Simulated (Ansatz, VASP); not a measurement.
Two plane-wave programs on Si

```
CELL_PARAMETERS angstrom
3.84720 0.00000 0.00000
-1.92360 3.33177 0.00000
0.00000 0.00000 18.44470
ATOMIC_POSITIONS crystal
Si 0.33333 0.66667 0.26958
Si 0.66667 0.33333 0.24397
Si 0.66667 0.33333 0.51314
Si 0.00000 0.00000 0.48753
```

Alike in both runs: task single point; functional PBE; dispersion D3(BJ); k mesh 9 × 9 × 1; occupations gaussian, width 0.1 eV; no spin polarisation.

```csv
,VASP,Ansatz
version,VASP 6.6.1,Ansatz 0.2.0
potentials or method,"VASP PAW PBE potentials, release 64 (Si)","scalar-relativistic, plane waves, PAW"
plane-wave cutoff (eV),520,420
valence electrons in the cell,16,16
```

|  | VASP | Ansatz | Ansatz less VASP |
| --- | --- | --- | --- |
| gap on the k mesh at the Fermi level (eV) | none | none | - |
| rms of the force components (eV/Å) | 0.053 | 0.054 | +0.0014 |
| work function, face that differs most (eV) | 4.63 | 4.63 | -0.003 |

Atom by atom the forces differ by 0.004 eV/Å (rms over components). A gap of «none» marks a metal or a gap that the smearing closes.
